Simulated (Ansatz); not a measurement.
Runs of Ansatz 0.2.0 on EuS. Symmetry: Fm-3m, No. 225, cubic system. Conventional cell: a = 5.957 Å, b = 5.957 Å, c = 5.957 Å, α = 90.00°, β = 90.00°, γ = 90.00°. Around Eu (site symmetry m-3m) lie 6 S at 2.98 Å. S (site symmetry m-3m) has 6 Eu at 2.98 Å as nearest neighbours. 

```csv
task,level,spin,cell,k mesh,points for each segment of the path,mesh quality,gap on the mesh (eV),pressure (GPa),moment (μB),relaxed volume (Å³/atom)
relaxation of cell and atoms,LDA,"collinear, ferromagnetic start",relaxed,8 × 8 × 8,-,not flagged,-,0.0,6.87,(b)
relaxation of cell and atoms,PBE,"collinear, ferromagnetic start",relaxed,8 × 8 × 8,-,not flagged,-,0.0,6.97,25.03
relaxation of cell and atoms,PBE0,"collinear, ferromagnetic start",relaxed,4 × 4 × 4,-,coarse,1.46,0.0,7.00,26.69
band structure,PBE,"collinear, ferromagnetic start",as given,8 × 8 × 8,14,not flagged,none,-2.5,(d),-
band structure,LDA,"collinear, ferromagnetic start",as given,8 × 8 × 8,14,not flagged,none,-7.4,6.96,-
band structure,PBE0,"collinear, ferromagnetic start",as given,4 × 4 × 4,4,coarse,(c),0.5,7.00,-
band structure,HSEsol,"collinear, ferromagnetic start",as given,4 × 4 × 4,4,coarse,0.60,-1.5,7.00,-
single point,PBE0,"non-collinear, ferromagnetic start, SOC",as given,4 × 4 × 4,-,coarse,1.15,(a),-,-
```

Alike in all rows: potentials or basis Ansatz PAW; cutoff (eV) 420; smearing fermi-dirac 0.05 eV.

Q: Estimate the missing entries.

A: (a) 0.4; (b) 22.61; (c) 1.40; (d) 6.98.

Caveats: some runs use coarse meshes; spin-orbit coupling is left out, which moves the levels of the heavy elements (some runs); a cell with one magnetic atom can't hold antiferromagnetic order, which such compounds often take (some runs); the PAW data sets come from PBE, with cores solved anew for the run's functional, which leaves a small shift of forces and pressure (some runs); without U or exact exchange the open f shell lies at the Fermi level, which spoils levels, moments and volumes (some runs); the magnetic or orbital state may not be the lowest (some runs); the plane-wave basis is chosen anew once the cell has moved, so the energies of steps on either side of that aren't comparable (some runs); the thresholds are loose for stress (some runs).

A k mesh can miss the band edges, and rows without SOC leave out spin-orbit coupling on Eu.

A gap of «none» marks a metal or a gap under the smearing width.
